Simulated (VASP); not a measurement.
# BP (F-43m) in VASP: a series of runs

Aim: see how the results for BP move with the level of theory and the settings. Levels: revPBE, BLYP, AM05, PW91, r2SCAN. Tasks: band structure.

Everything below comes from runs of VASP 6.6.1. Logs are shortened: lines on timing, memory, paths and dates and some standing lists are left out, and cuts for length are marked.

## (1) The structure

Symmetry: F-43m, No. 216, cubic system. Conventional cell: a = 4.538 Å, b = 4.538 Å, c = 4.538 Å, α = 90.00°, β = 90.00°, γ = 90.00°. P (site symmetry -43m) has 4 B at 1.97 Å as nearest neighbours. B (site symmetry -43m) has 4 P at 1.97 Å as nearest neighbours.

## (2) Band structure, revPBE

Contents of POSCAR:

```
BP
1.0
    0.0000000000      2.2690000000      2.2690000000
    2.2690000000      0.0000000000      2.2690000000
    2.2690000000      2.2690000000      0.0000000000
P B
1 1
Direct
    0.7500000000      0.7500000000      0.7500000000
    0.0000000000      0.0000000000      0.0000000000
```

Contents of INCAR.step1:

```
ALGO = Normal
EDIFF = 1E-7
ENCUT = 520
GGA = RE
ISIF = 2
ISMEAR = -1
LASPH = True
LCHARG = True
LREAL = False
LWAVE = False
NBANDS = 11
NELM = 60
PREC = Accurate
SIGMA = 0.05
```

Contents of KPOINTS.step1:

```
k-points
0
Gamma
  10 10 10
```

Contents of INCAR.step2:

```
ALGO = Normal
EDIFF = 1E-7
ENCUT = 520
GGA = RE
ICHARG = 11
ISIF = 2
ISMEAR = 0
LASPH = True
LCHARG = False
LREAL = False
LWAVE = False
NBANDS = 11
NELM = 60
PREC = Accurate
SIGMA = 0.05
```

Contents of KPOINTS.step2:

```
path GXWKGLUWLK,UX
10
line-mode
reciprocal
 0.0000000000  0.0000000000  0.0000000000  G
 0.5000000000  0.0000000000  0.5000000000  X

 0.5000000000  0.0000000000  0.5000000000  X
 0.5000000000  0.2500000000  0.7500000000  W

 0.5000000000  0.2500000000  0.7500000000  W
 0.3750000000  0.3750000000  0.7500000000  K

 0.3750000000  0.3750000000  0.7500000000  K
 0.0000000000  0.0000000000  0.0000000000  G

 0.0000000000  0.0000000000  0.0000000000  G
 0.5000000000  0.5000000000  0.5000000000  L

 0.5000000000  0.5000000000  0.5000000000  L
 0.6250000000  0.2500000000  0.6250000000  U

 0.6250000000  0.2500000000  0.6250000000  U
 0.5000000000  0.2500000000  0.7500000000  W

 0.5000000000  0.2500000000  0.7500000000  W
 0.5000000000  0.5000000000  0.5000000000  L

 0.5000000000  0.5000000000  0.5000000000  L
 0.3750000000  0.3750000000  0.7500000000  K

 0.6250000000  0.2500000000  0.6250000000  U
 0.5000000000  0.0000000000  0.5000000000  X
```

Potentials or basis: VASP PAW PBE potentials, release 64 (P, B).

Launch:

```
$ cat potpaw_PBE.64/P/POTCAR potpaw_PBE.64/B/POTCAR > POTCAR
$ cp INCAR.step1 INCAR
$ cp KPOINTS.step1 KPOINTS
$ mpirun -np 1 vasp_std > vasp.out
$ cp INCAR.step2 INCAR
$ cp KPOINTS.step2 KPOINTS
$ mpirun -np 1 vasp_std > vasp.out
```

OUTCAR:

```text
EDIFF = 1E-7
   ENCUT = 520
   GGA = RE
   ICHARG = 11
   ISIF = 2
   ISMEAR = 0
   LASPH = True
   LREAL = False
   NELM = 60
   PREC = Accurate

 ion  position               nearest neighbor table
   1  0.750  0.750  0.750-   2 1.97   2 1.97   2 1.97   2 1.97
   2  0.000  0.000  0.000-   1 1.97   1 1.97   1 1.97   1 1.97

  LATTYP: Found a face centered cubic cell.
 ALAT       =     4.5380000000

  Lattice vectors:

 A1 = (   0.0000000000,   2.2690000000,   2.2690000000)
 A2 = (   2.2690000000,   0.0000000000,   2.2690000000)
 A3 = (   2.2690000000,   2.2690000000,   0.0000000000)

Analysis of symmetry for initial positions (statically):
=====================================================================
 Subroutine PRICEL returns:
 Original cell was already a primitive cell.

 Routine SETGRP: Setting up the symmetry group for a
 face centered cubic supercell.

 Subroutine GETGRP returns: Found 24 space group operations
 (whereof 24 operations were pure point group operations)
 out of a pool of 48 trial point group operations.

The static configuration has the point symmetry T_d .

Analysis of symmetry for dynamics (positions and initial velocities):
=====================================================================
 Subroutine PRICEL returns:
 Original cell was already a primitive cell.

 Routine SETGRP: Setting up the symmetry group for a
 face centered cubic supercell.

 Subroutine GETGRP returns: Found 24 space group operations
 (whereof 24 operations were pure point group operations)
 out of a pool of 48 trial point group operations.

The dynamic configuration has the point symmetry T_d .

 Subroutine INISYM returns: Found 24 space group operations
 (whereof 24 operations are pure point group operations),
 and found     1 'primitive' translations

----------------------------------------------------------------------------------------

                                     Primitive cell

  volume of cell :      23.3633

  direct lattice vectors                    reciprocal lattice vectors
     0.000000000  2.269000000  2.269000000    -0.220361393  0.220361393  0.220361393
     2.269000000  0.000000000  2.269000000     0.220361393 -0.220361393  0.220361393
     2.269000000  2.269000000  0.000000000     0.220361393  0.220361393 -0.220361393

  length of vectors
     3.208850573  3.208850573  3.208850573     0.381677128  0.381677128  0.381677128

  position of ions in fractional coordinates (direct lattice)
     0.750000000  0.750000000  0.750000000
     0.000000000  0.000000000  0.000000000

  ion indices of the primitive-cell ions
   primitive index   ion index
                 1           1
                 2           2

----------------------------------------------------------------------------------------

 KPOINTS: path GXWKGLUWLK,UX

Interpolating k-points between supplied coordinates.

 Line segments in fractional coordinates (reciprocal lattice):
    0.000000  0.000000  0.000000  ...  0.500000  0.000000  0.500000
    0.500000  0.000000  0.500000  ...  0.500000  0.250000  0.750000
    0.500000  0.250000  0.750000  ...  0.375000  0.375000  0.750000
    0.375000  0.375000  0.750000  ...  0.000000  0.000000  0.000000
    0.000000  0.000000  0.000000  ...  0.500000  0.500000  0.500000
    0.500000  0.500000  0.500000  ...  0.625000  0.250000  0.625000
    0.625000  0.250000  0.625000  ...  0.500000  0.250000  0.750000
    0.500000  0.250000  0.750000  ...  0.500000  0.500000  0.500000
    0.500000  0.500000  0.500000  ...  0.375000  0.375000  0.750000
    0.625000  0.250000  0.625000  ...  0.500000  0.000000  0.500000

 Generated    10 points on each line segment, for a total of    100 k-points:

 Following reciprocal coordinates:
            Coordinates               Weight
  0.000000  0.000000  0.000000      0.010000
  0.055556  0.000000  0.055556      0.010000
  0.111111  0.000000  0.111111      0.010000
  0.166667  0.000000  0.166667      0.010000
  0.222222  0.000000  0.222222      0.010000
  0.277778  0.000000  0.277778      0.010000
[... 16 lines left out ...]
  0.472222  0.277778  0.750000      0.010000
  0.458333  0.291667  0.750000      0.010000
 [... further k-points ...]
   k-points           NKPTS =    100   k-points in BZ     NKDIM =    100   number of bands    NBANDS=     11
   number of dos      NEDOS =    301   number of ions     NIONS =      2
   total plane-waves  NPLWV =  13824
   dimension x,y,z NGX =    24 NGY =   24 NGZ =   24
   dimension x,y,z NGXF=    48 NGYF=   48 NGZF=   48
   ions per type =               1   1
   NGX,Y,Z   is equivalent  to a cutoff of  12.43, 12.43, 12.43 a.u.
   NGXF,Y,Z  is equivalent  to a cutoff of  24.87, 24.87, 24.87 a.u.
 SYSTEM =  unknown system
   PREC   = accura    normal or accurate (medium, high low for compatibility)
   ISTART =      0    job   : 0-new  1-cont  2-samecut
   ICHARG =     11    charge: 1-file 2-atom 10-const
   ISPIN  =      1    spin polarized calculation?
   LNONCOLLINEAR =      F non collinear calculations
   LSORBIT =      F    spin-orbit coupling
   LASPH  =      T    aspherical Exc in radial PAW
   ENCUT  =  520.0 eV  38.22 Ry    6.18 a.u.   5.97  5.97  5.97*2*pi/ulx,y,z
   NELM   =     60;   NELMIN=  2; NELMDL=  0     # of ELM steps
   EDIFF  = 0.1E-06   stopping-criterion for ELM
   LREAL  =      F    real-space projection
   EDIFFG = 0.1E-05   stopping-criterion for IOM
   NSW    =      0    number of steps for IOM
   IBRION =     -1    ionic relax: 0-MD 1-quasi-New 2-CG
   NFREE  =      0    steps in history (QN), initial steepest desc. (CG)
   ISIF   =      2    stress and relaxation
   ISYM   =      2    0-nonsym 1-usesym 2-fastsym
   POTIM  = 0.5000    time-step for ionic-motion
   TEBEG  =    0.0;   TEEND  =   0.0 temperature during run
   PSTRESS=    0.0 pullay stress
   NELECT =       8.0000    total number of electrons
   NUPDOWN=      -1.0000    fix difference up-down
   EMIN   =  10.00;   EMAX   =-10.00  energy-range for DOS
   EFERMI =   0.00;   METHOD = LEGACY
   ISMEAR =     0;   SIGMA  =   0.05  broadening in eV -4-tet -1-fermi 0-gaus
   EFERMI_NEDOS =   21; number of points for ismear=-14 and -15
   IALGO  =     38    algorithm
   IMIX   =      4    mixing-type and parameters
     AMIX     =   0.40;   BMIX     =  1.00
     AMIX_MAG =   1.60;   BMIX_MAG =  1.00
  volume/ion in A,a.u.               =      11.68        78.83
  Fermi-wavevector in a.u.,A,eV,Ry     =   1.145320  2.164342 17.847562  1.311759
  Thomas-Fermi vector in A             =   2.282009
   LORBIT       =      0    0 simple, 1 ext, 2 COOP (PROOUT), +10 PAW based schemes
   GGA     = RE    functional components
   LHFCALC =     F    Hartree Fock is set to
   AEXX    =    0.0000 exact exchange contribution
   IVDW    =     0    specifies the selected vdW correction
   LEPSILON=     F    determine dielectric tensor
   LRPA    =     F    only Hartree local field effects (RPA)
 non-spin polarized calculation
 Gauss-broadening in eV      SIGMA  =   0.05
  energy-cutoff  :      520.00
  volume of cell :       23.36
 maximum number of plane-waves:       640
 NGX is ok and might be reduce to    24

 number of electron       8.0000000 magnetization

 Free energy of the ion-electron system (eV)
  ---------------------------------------------------
  ext. energy  EPLUGINS =         0.00000000
  ---------------------------------------------------
  free energy    TOTEN  =       -12.70364019 eV

  energy without entropy =      -12.70364019  energy(sigma->0) =      -12.70364019

 E-fermi :   7.7780     XC(G=0): -10.8564

 val. band max:        7.5009443505   @ k =   0.0000   0.0000   0.0000
 cond. band min:       8.7556478385   @ k =   0.3889   0.0000   0.3889
 fundamental gap:      1.2547034881
 Fermi energy:         7.7780098959

 k-point     1 :       0.0000    0.0000    0.0000
  band No.  band energies     occupation
      1      -7.9751      2.00000
      2       7.5009      2.00000
      3       7.5009      2.00000
      4       7.5009      2.00000
      5      10.8952      0.00000
      6      10.8952      0.00000
      7      10.8952      0.00000
      8      14.9047      0.00000
      9      19.1180      0.00000
     10      19.5606      0.00000
     11      19.5606      0.00000

 k-point     2 :       0.0556    0.0000    0.0556
  band No.  band energies     occupation
      1      -7.9008      2.00000
      2       7.1858      2.00000
      3       7.1858      2.00000
      4       7.2403      2.00000
      5      10.7482      0.00000
      6      11.2936      0.00000
      7      11.2936      0.00000
      8      15.0954      0.00000
      9      18.8592      0.00000
     10      19.3700      0.00000
     11      19.6412      0.00000

 k-point     3 :       0.1111    0.0000    0.1111
  band No.  band energies     occupation
      1      -7.6784      2.00000
      2       6.5083      2.00000
      3       6.5083      2.00000
      4       6.5406      2.00000
      5      10.3877      0.00000
      6      12.2178      0.00000
      7      12.2178      0.00000
      8      15.2374      0.00000
      9      17.9267      0.00000
     10      19.8817      0.00000
     11      20.0737      0.00000
[... 267 lines left out ...]
 k-point    23 :       0.4722    0.2778    0.7500
  band No.  band energies     occupation
      1      -2.8850      2.00000
      2      -0.5985      2.00000
      3       1.6653      2.00000
      4       2.3492      2.00000
      5      12.3639      0.00000
      6      13.8314      0.00000
      7      15.2586      0.00000
      8      15.5269      0.00000
      9      20.2207      0.00000
     10      23.2425      0.00000
     11      24.3981      0.00000

 k-point    24 :       0.4583    0.2917    0.7500
  band No.  band energies     occupation
      1      -2.9309      2.00000
      2      -0.6103      2.00000
      3       1.5675      2.00000
      4       2.6208      2.00000
      5      11.8504      0.00000
      6      13.7232      0.00000
      7      15.5372      0.00000
      8      16.0252      0.00000
      9      20.0455      0.00000
     10      22.8806      0.00000
     11      24.7076      0.00000

 [... further k-points ...]

------------------------ aborting loop because EDIFF is reached ----------------------------------------

  FORCE on cell =-STRESS in cart. coord.  units (eV):
  Direction    XX          YY          ZZ          XY          YZ          ZX
  --------------------------------------------------------------------------------------
  -------------------------------------------------------------------------------------
  Total        0.0414830      0.0414830      0.0414830      0.0000000      0.0000000      0.0000000
  in kB        2.8447674      2.8447674      2.8447674      0.0000000      0.0000000      0.0000000
  external PRESSURE =       2.8447674 kB  Pullay stress =       0.0000000 kB

 VOLUME and BASIS-vectors are now :
 -----------------------------------------------------------------------------
  energy-cutoff  :      520.00
  volume of cell :       23.36
      direct lattice vectors                 reciprocal lattice vectors
     0.000000000  2.269000000  2.269000000    -0.220361393  0.220361393  0.220361393
     2.269000000  0.000000000  2.269000000     0.220361393 -0.220361393  0.220361393
     2.269000000  2.269000000  0.000000000     0.220361393  0.220361393 -0.220361393

 POSITION                                       TOTAL-FORCE (eV/Angst)
 -----------------------------------------------------------------------------------
      3.40350      3.40350      3.40350         0.000000     -0.000000     -0.000000
      0.00000      0.00000      0.00000        -0.000000      0.000000      0.000000
 -----------------------------------------------------------------------------------
    total drift:                               -0.000000     -0.000000     -0.000000

  FREE ENERGIE OF THE ION-ELECTRON SYSTEM (eV)
  ---------------------------------------------------
  free  energy   TOTEN  =       -12.7036401857 eV

  energy  without entropy=      -12.7036401857  energy(sigma->0) =      -12.70364019
```

Wall time 18 s (1 thread of AMD EPYC 7R13 (Zen 3), shared host); peak memory 0.11 GiB.

What came out:

```
Band gap on the k mesh  : 1.24 eV, indirect (least direct gap 3.39 eV)
Band gap along the path : 1.25 eV, indirect (least direct gap 3.39 eV)
```

Levels at the corners of the path, in eV from the valence-band top:
```tsv
point	band 1	band 2	band 3	band 4	band 5	band 6	band 7	band 8
Γ	-15.48	0.00	0.00	0.00	3.39	3.39	3.39	7.40
X	-10.61	-8.61	-4.12	-4.12	1.33	1.69	12.16	12.16
X	-10.61	-8.61	-4.12	-4.12	1.33	1.69	12.16	12.16
W	-10.34	-8.09	-5.67	-5.47	5.36	6.79	7.27	7.44
W	-10.34	-8.09	-5.67	-5.47	5.36	6.79	7.27	7.44
K	-10.62	-8.20	-6.22	-3.51	2.16	6.02	9.75	10.64
K	-10.62	-8.20	-6.22	-3.51	2.16	6.02	9.75	10.64
Γ	-15.48	0.00	0.00	0.00	3.39	3.39	3.39	7.40
Γ	-15.48	0.00	0.00	0.00	3.39	3.39	3.39	7.40
L	-12.15	-9.04	-1.76	-1.76	3.78	4.70	4.70	10.20
L	-12.15	-9.04	-1.76	-1.76	3.78	4.70	4.70	10.20
U	-10.62	-8.20	-6.22	-3.51	2.16	6.02	9.75	10.64
U	-10.62	-8.20	-6.22	-3.51	2.16	6.02	9.75	10.64
W	-10.34	-8.09	-5.67	-5.47	5.36	6.79	7.27	7.44
W	-10.34	-8.09	-5.67	-5.47	5.36	6.79	7.27	7.44
L	-12.15	-9.04	-1.76	-1.76	3.78	4.70	4.70	10.20
L	-12.15	-9.04	-1.76	-1.76	3.78	4.70	4.70	10.20
K	-10.62	-8.20	-6.22	-3.51	2.16	6.02	9.75	10.64
U	-10.62	-8.20	-6.22	-3.51	2.16	6.02	9.75	10.64
X	-10.61	-8.61	-4.12	-4.12	1.33	1.69	12.16	12.16
```

Caveat: the log is that of the step along the path at fixed density, whose energy, stress, charges and moments have no meaning; the PAW data sets were made with another functional, which shifts forces and pressure a little. A hybrid or GW would open this gap; revPBE tends to underestimate it.

## (3) Band structure, BLYP

POSCAR is that of step 2.

INCAR.step1: that of step 2 with these lines changed.

```diff
@@ -1 +1,5 @@
+AGGAC = 1.0
+AGGAX = 1.0
+ALDAC = 0.0
+ALDAX = 1.0
 ALGO = Normal
@@ -3,3 +7,3 @@
 ENCUT = 520
-GGA = RE
+GGA = B5
 ISIF = 2
```

KPOINTS.step1 is that of step 2.

INCAR.step2: that of step 2 with these lines changed.

```diff
@@ -1 +1,5 @@
+AGGAC = 1.0
+AGGAX = 1.0
+ALDAC = 0.0
+ALDAX = 1.0
 ALGO = Normal
@@ -3,3 +7,3 @@
 ENCUT = 520
-GGA = RE
+GGA = B5
 ICHARG = 11
```

KPOINTS.step2 is that of step 2.

Potentials or basis: VASP PAW PBE potentials, release 64 (P, B).

Launch:

```
$ cat potpaw_PBE.64/P/POTCAR potpaw_PBE.64/B/POTCAR > POTCAR
$ cp INCAR.step1 INCAR
$ cp KPOINTS.step1 KPOINTS
$ mpirun -np 1 vasp_std > vasp.out
$ cp INCAR.step2 INCAR
$ cp KPOINTS.step2 KPOINTS
$ mpirun -np 1 vasp_std > vasp.out
```

Run time: 23 s. Hardware: 1 thread of AMD EPYC 7R13 (Zen 3), shared host; peak memory 0.11 GiB.

The run converged. Its results:

- Band gap on the k mesh: 1.54 eV, indirect (least direct gap 3.58 eV)
- Band gap along the path: 1.54 eV, indirect (least direct gap 3.58 eV)

Levels at the corners of the path, in eV from the valence-band top:
```
point  band 2  band 3  band 4  band 5  band 6  band 7
    Γ    0.00    0.00    0.00    3.58    3.58    3.58
    X   -8.43   -4.01   -4.01    1.65    1.97   12.18
    X   -8.43   -4.01   -4.01    1.65    1.97   12.18
    W   -7.94   -5.48   -5.29    5.57    7.03    7.38
    W   -7.94   -5.48   -5.29    5.57    7.03    7.38
    K   -8.03   -6.02   -3.41    2.45    6.23    9.86
    K   -8.03   -6.02   -3.41    2.45    6.23    9.86
    Γ    0.00    0.00    0.00    3.58    3.58    3.58
    Γ    0.00    0.00    0.00    3.58    3.58    3.58
    L   -8.83   -1.72   -1.72    3.95    4.95    4.95
    L   -8.83   -1.72   -1.72    3.95    4.95    4.95
    U   -8.03   -6.02   -3.41    2.45    6.23    9.86
    U   -8.03   -6.02   -3.41    2.45    6.23    9.86
    W   -7.94   -5.48   -5.29    5.57    7.03    7.38
    W   -7.94   -5.48   -5.29    5.57    7.03    7.38
    L   -8.83   -1.72   -1.72    3.95    4.95    4.95
    L   -8.83   -1.72   -1.72    3.95    4.95    4.95
    K   -8.03   -6.02   -3.41    2.45    6.23    9.86
    U   -8.03   -6.02   -3.41    2.45    6.23    9.86
    X   -8.43   -4.01   -4.01    1.65    1.97   12.18
```

Caveat: the log is that of the step along the path at fixed density, whose energy, stress, charges and moments have no meaning; the PAW data sets were made with another functional, which shifts forces and pressure a little. BLYP gaps usually lie below the measured ones, often by a third to a half.

[end of part 1 of 2]
